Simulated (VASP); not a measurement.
Here is a VASP 6.6.1 calculation.

The input INCAR:

```
SYSTEM = BAs
  PREC = Accurate
  ENCUT = 600
  EDIFF = 1E-7
  ISMEAR = 0
  SIGMA = 0.03
  LREAL = .FALSE.
  LASPH = .TRUE.
  NELM = 80
  ALGO = Normal
  ISIF = 3
  LWAVE = .FALSE.
  LCHARG = .FALSE.
  METAGGA = R2SCAN
  LMIXTAU = .TRUE.
  IBRION = 2
  NSW = 90
  EDIFFG = -0.005
```

Contents of KPOINTS:

```
regular mesh
0
G
  10 10 10
  0 0 0
```

File POSCAR:

```
BAs                                     
1.0
    0.0000000000      2.3931785067      2.3931785067
    2.3931785067      0.0000000000      2.3931785067
    2.3931785067      2.3931785067      0.0000000000
  B               As            
     1     1
Direct
     0.0000000000000000    0.0000000000000000    0.0000000000000000
     0.2500000000000000    0.2500000000000000    0.2500000000000000
```

Potentials or basis: VASP PAW PBE potentials, release 64 (B, As).

Command:

```sh
$ cat potpaw_PBE.64/B/POTCAR potpaw_PBE.64/As/POTCAR > POTCAR
$ mpirun -np 1 vasp_std > vasp.out
```

Problem. What does it give for the band gap on the k mesh?

Solution. 1.38 eV, indirect (least direct gap 3.44 eV).

Final structure:
```
B As
1.0
     0.00000    2.39318    2.39318
     2.39318    0.00000    2.39318
     2.39318    2.39318    0.00000
B As
1 1
Direct
  0.00000 0.00000 0.00000
  0.25000 0.25000 0.25000
```

Caveat: the relaxation stopped at its first step, so nothing moved; the PAW data sets were made with another functional, which shifts forces and pressure a little. r2SCAN opens gaps a little over a GGA but as a rule still falls short of measured ones.
